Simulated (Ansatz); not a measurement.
Crystal: Si, fcc type, 1 atom in the cell.

Computed with PBE, plane waves, PAW datasets (generated soft set 1) in Ansatz 0.2.0 development build.

Cutoff 420 eV; k-mesh 24×24×24 Γ-centred; Fermi–Dirac smearing of 0.0612 eV; no spin polarisation.

(1) What equilibrium volume, lattice constant and bulk modulus does this give?

Results:

(1) V₀ = 14.474 Å³/atom (a₀ = 3.869 Å), B₀ = 84.2 GPa, B₀′ = 4.19. The points behind the fit:

```
V (Å³/atom)   a (Å)  E − E(min) (meV/atom)  P (GPa)
     14.191  3.8432                   1.51     1.74
     14.480  3.8691                   0.00    -0.04
     14.770  3.8947                   1.53    -1.63
     15.060  3.9200                   5.81    -3.07
     15.349  3.9450                  12.56    -4.37
```

The published all-electron PBE values for this crystal (mean of FLEUR and WIEN2k, k-spacing 0.06 Å⁻¹; Bosoni et al., Nat. Rev. Phys. 6, 45 (2024)) are V₀ = 14.482 Å³/atom, B₀ = 82.9 GPa, B₀′ = 4.33. This run's mesh is coarser (spacing 0.12 Å⁻¹), so part of any difference comes from k-sampling.

The stress includes the program's correction for the finite plane-wave basis.

This cubic structure is a model: it isn't the usual form of the substance at ambient conditions, and such phases are metastable or hypothetical.
